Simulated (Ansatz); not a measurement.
Runs of Ansatz 0.2.0 on TiTe2. Symmetry: P-3m1, No. 164, trigonal system. The conventional cell has a = 3.777 Å, b = 3.777 Å, c = 6.498 Å, α = 90.00°, β = 90.00°, γ = 120.00°. Te (site symmetry 3m) is surrounded by 3 Ti at 2.77 Å. Around Ti (site symmetry -3m) lie 6 Te at 2.77 Å. 

```csv
level,gap on the mesh (eV),pressure (GPa),relaxed volume (Å³/atom)
PBE,-,0.0,(b)
RPBE,none,0.0,38.59
LDA,-,0.0,24.60
PBEsol,-,0.0,25.41
revPBE,none,0.0,(a)
```

Alike in all rows: task relaxation of cell and atoms; potentials or basis all-electron LAPW, scalar-relativistic; no spin polarisation; cell relaxed; k mesh 8 × 8 × 4; smearing fermi-dirac 0.05 eV; basis error allowed 0.002 eV/atom.

Estimate the missing entries.

(a) 41.34; (b) 27.86.

Caveats: this functional lacks dispersion, which binds the layers, so the pressure and a relaxed spacing across them are unreliable (some runs); the volume moved by over 15 % at a fixed basis, so the end points are rough (some runs); this functional lacks dispersion, which binds the layers, so the pressure and a relaxed spacing across them are unreliable, and here the layers came unbound (some runs).

A k mesh can miss the band edges, and the runs leave out spin-orbit coupling on Te.

A gap of «none» marks a metal or a gap under the smearing width.
